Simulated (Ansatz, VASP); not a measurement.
Given: the input of a run of Ansatz 0.2.0 on Ge.

File input.yaml:

```yaml
crystal:
  lattice:
    - [1.406401912, -2.6177384622, 0.0]
    - [1.406401912, 2.6177384622, 0.0]
    - [0.0, 0.0, 2.7161006002]
  atoms:
    - { symbol: Ge, position: [0.5, 0.5, 0.0] }
kpoints:
  mp_grid: { grid: [11, 11, 10] }
scf:
  occupations: { method: fermi_dirac, width: 0.05 }
hamiltonian:
  xc: lda
  pseudopotentials: { kind: all_electron, lapw: { basis_error: 0.001 } }
output:
  forces: true
  stress: true
  eigenvalues: true
```

Potentials or basis: all-electron LAPW, scalar-relativistic.

Run with:

```console
$ ansatz run input.yaml --threads 1 --pin off --max-ram 3072MiB --backend cpu --events-out ev --progress --plain --runs-dir out
```

**Question.** Translate it to VASP 6.6.1. Potentials there: VASP PAW LDA potentials, release 64 (Ge_d).

**Answer.** As run (the cutoff follows the program's own potentials):

Contents of INCAR:

```
SYSTEM = Ge
PREC = Accurate ; ENCUT = 520
EDIFF = 1E-6 ; ISMEAR = -1
SIGMA = 0.05 ; LREAL = .FALSE.
LASPH = .TRUE. ; NELM = 100
ALGO = Normal ; ISIF = 2
LWAVE = .FALSE. ; LCHARG = .TRUE.
LELF = .TRUE. ; LVHAR = .TRUE.
NBANDS = 13
```

Contents of KPOINTS:

```
Automatic mesh
0
G
  11 11 10
  0 0 0
```

File POSCAR:

```
Ge
1.0
    1.4064019120     -2.6177384622      0.0000000000
    1.4064019120      2.6177384622      0.0000000000
    0.0000000000      0.0000000000      2.7161006002
Ge
1
Direct
    0.5000000000      0.5000000000      0.0000000000
```

Potentials or basis: VASP PAW LDA potentials, release 64 (Ge_d).

Command:

```sh
$ cat potpaw_LDA.64/Ge_d/POTCAR > POTCAR
$ mpirun -np 1 vasp_std > vasp.out
```

Both were run:

|  | VASP | Ansatz | Ansatz less VASP |
| --- | --- | --- | --- |
| gap on the k mesh at the Fermi level (eV) | none | none | - |
| pressure (GPa) | -6.7 | -6.6 | +0.12 |
| largest component of the traceless stress (GPa) | 1.50 | 1.51 | +0.003 |

A gap of «none» marks a metal or a gap that the smearing closes. Ansatz ran all-electron here, so the differences hold the error of VASP's frozen core and of both bases.
